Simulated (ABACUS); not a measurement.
The system is Pb.

```
Pb
1.0
     0.00000    2.47502    2.47502
     2.47502    0.00000    2.47502
     2.47502    2.47502    0.00000
Pb
1
Cartesian
  0.0000 0.0000 0.0000
```

| Item | Value |
| --- | --- |
| Program | ABACUS 3.10.1 |
| Task | relaxation of cell and atoms |
| Functional | LDA-PW92 |
| Potentials or basis | PseudoDojo NC SR 0.4.1 LDA stringent |
| Cutoff | 1211 eV |
| Density cutoff | 4844 eV |
| Basis | plane waves |
| k mesh | 7 × 7 × 7 |
| Occupations | fermi-dirac, width 0.05 eV |
| Spin | no spin polarisation |

At the start: pressure -1.5 GPa; volume 30.32 Å³/atom.

Question: Where does the relaxation end?

Answer: Over 3 steps the energy falls by 4.9 meV/atom and the volume is 29.34 Å³/atom (-3.2 %); space group Fm-3m (No. 225, to 0.05 Å).

The path:
```tsv
step	energy change (eV)	largest force (eV/Å)	pressure (GPa)	volume (Å³)
1	0.0000	0.0000	-1.53	30.32
2	-0.0043	0.0000	0.59	29.02
3	-0.0049	0.0000	0.03	29.34
```

Final structure:
```
CELL_PARAMETERS angstrom
0.00000 2.44800 2.44800
2.44800 0.00000 2.44800
2.44800 2.44800 0.00000
ATOMIC_POSITIONS crystal
Pb 0.00000 0.00000 0.00000
```

The cell as given is a measured one (30.32 Å³/atom); LDA-PW92 puts the equilibrium volume -3.2 % from it, thermal expansion not counted.
